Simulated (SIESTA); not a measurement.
The system is In.

```
In
1.0
    -1.62547    1.62547    2.47370
     1.62547   -1.62547    2.47370
     1.62547    1.62547   -2.47370
In
1
Direct
  0.00000 0.00000 0.00000
```

Program: SIESTA 5.4.2. Alike in all runs: cell as given; smearing fermi-dirac 0.05 eV; grid cutoff 500 Ry.

**Question.** Order these runs on this cell by their pressure, lowest first.
A. level LDA; potentials or basis PseudoDojo 0.4 standard (LDA files), DZP (energy shift 0.003 Ry; two zetas on semicore shells); spin off; k mesh 11 × 11 × 11; energy shift 0.003 Ry
B. level PBEsol; potentials or basis PseudoDojo 0.4 standard (PBEsol files, fully relativistic), DZP (energy shift 0.003 Ry; two zetas on semicore shells); spin non-collinear, zero start, SOC; k mesh 8 × 8 × 8; energy shift 0.003 Ry
C. level PBE; potentials or basis PseudoDojo 0.4 standard (PBE files), DZP (energy shift 0.002 Ry; radii capped at 9.5 bohr); spin off; k mesh 11 × 11 × 11; energy shift 0.002 Ry

**Answer.** A (-2.2 GPa), B (-0.7 GPa), C (2.6 GPa).

Caveats: the basis of atomic orbitals isn't converged, which shifts pressures, moduli and gaps; semicore shells carry a single zeta, which can move pressures by several GPa and volumes by a few percent (some runs).

Not every run made on this cell is shown here.
